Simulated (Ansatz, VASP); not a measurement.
# Two plane-wave programs on AlN

```
Al N
1.0
    -2.02262   -2.02262    0.00000
     2.02262   -2.02262    0.00000
     0.00000    0.00000   12.88573
Al N
6 6
Direct
  0.00000 0.00000 0.07847
  0.50000 0.50000 0.23543
  0.00000 0.00000 0.39240
  0.50000 0.50000 0.54937
  0.00000 0.00000 0.70633
  0.50000 0.50000 0.86330
  0.50000 0.50000 0.07847
  0.00000 0.00000 0.23543
  0.50000 0.50000 0.39240
  0.00000 0.00000 0.54937
  0.50000 0.50000 0.70633
  0.00000 0.00000 0.86330
```

Alike in both runs: task single point; functional PBEsol; k mesh 8 × 8 × 2; occupations gaussian, width 0.05 eV; no spin polarisation.

```csv
,VASP,Ansatz
version,VASP 6.6.1,Ansatz 0.2.0
potentials or method,"VASP PAW PBE potentials, release 64 (Al, N)","scalar-relativistic, plane waves, PAW"
plane-wave cutoff (eV),520,420
valence electrons in the cell,48,48
```

|  | VASP | Ansatz | Ansatz less VASP |
| --- | --- | --- | --- |
| gap on the k mesh at the Fermi level (eV) | 3.69 | 3.69 | +0.007 |
| least direct gap on the mesh (eV) | 4.21 | 4.20 | -0.009 |
| pressure (GPa) | -5.7 | -5.6 | +0.08 |
| largest component of the traceless stress (GPa) | 1.28 | 1.27 | -0.008 |
| rms of the force components (eV/Å) | 0.251 | 0.249 | -0.0023 |

Atom by atom the forces differ by 0.003 eV/Å (rms over components).

Caveats: the PAW data sets were made with another functional, which shifts forces and pressure a little (VASP). A k mesh can miss the band edges.
